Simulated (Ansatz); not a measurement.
Here is an Ansatz 0.2.0 calculation.

File input.yaml:

```yaml
crystal:
  lattice:
    - [0.0, 2.877304, 2.877304]
    - [2.877304, 0.0, 2.877304]
    - [2.877304, 2.877304, 0.0]
  atoms:
    - { symbol: In, position: [0.5, 0.5, 0.5] }
    - { symbol: As, position: [0.0, 0.0, 0.0] }
hamiltonian:
  xc: pbe
  pseudopotentials: { kind: paw }
kpoints:
  mp_grid: { grid: [8, 8, 8] }
scf:
  occupations: { method: gaussian, width: 0.02 }
output:
  forces: true
  stress: true
  eigenvalues: true
  write_density: true
  write_potential: true
  elf: true
  volumetric_format: npy
```

Potentials or basis: Ansatz PAW.

Launch:

```console
$ ansatz run input.yaml --threads 2 --pin off --max-ram 5632MiB --backend cpu --events-out ev --progress --plain --runs-dir out
```

(1) Predict the band gap on the k mesh.

(2) Estimate the pressure.

Results:

(1) none (metal or under the smearing width).

(2) 0.0 GPa.
